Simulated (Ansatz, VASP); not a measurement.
# Two plane-wave programs on V

```xyz
1
Lattice="0.0000 1.8950 1.8950 1.8950 0.0000 1.8950 1.8950 1.8950 0.0000" Properties=species:S:1:pos:R:3 pbc="T T T"
V     0.0000    0.0000    0.0000
```

Alike in both runs: task single point; functional PBE; k mesh 8 × 8 × 8; occupations gaussian, width 0.1 eV; collinear spin.

|  | VASP | Ansatz |
| --- | --- | --- |
| version | VASP 6.6.1 | Ansatz 0.2.0 |
| potentials or method | VASP PAW PBE potentials, release 64 (V_sv) | scalar-relativistic, plane waves, PAW |
| plane-wave cutoff (eV) | 520 | 420 |
| valence electrons in the cell | 13 | 13 |

```csv
,VASP,Ansatz,Ansatz less VASP
gap on the k mesh at the Fermi level (eV),none,none,-
pressure (GPa),4.5,4.3,-0.20
net moment per atom (μB),0.00,0.00,0.000
```

A gap of «none» marks a metal or a gap that the smearing closes. Ansatz warned: «seeded_moment_not_kept».
